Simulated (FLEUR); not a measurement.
Au:

```
Au
1.0
     0.00000    2.03500    2.03500
     2.03500    0.00000    2.03500
     2.03500    2.03500    0.00000
Au
1
Direct
  0.00000 0.00000 0.00000
```

```yaml
Program: FLEUR MaX-R8.1 (later development tree)
Task: single point
Functional: PBEsol
Potentials_or_basis: all-electron
Basis: FLAPW
Kmax: 4.1 1/bohr
k_mesh: 11 × 11 × 11
Occupations: fermi-dirac, width 0.05 eV
Spin: no spin polarisation
Gmax: 12.7 1/bohr
Muffin-tin_radii: Au 2.47 bohr
lmax: Au 10
lnonsphr: Au 10
Local_orbitals_a_species: Au 5
Max_iterations: 60
Mixing_factor: 0.05
Mixer: Anderson
Mixer_history: 15
```

On this cell: band gap on the k mesh none (metal or under the smearing width).

The same run follows on a disturbed copy (cell strained at random at fixed volume):

```
Au
1.0
     0.05952    2.03278    2.02390
     2.06284    0.03015    2.05328
     2.07413    2.07344    0.01886
Au
1
Direct
  0.99810 0.99583 0.01853
```

Task: What changes?

Result: The energy (extrapolated to zero smearing) moves by +5.9 meV/atom; band gap on the k mesh none (metal or under the smearing width).
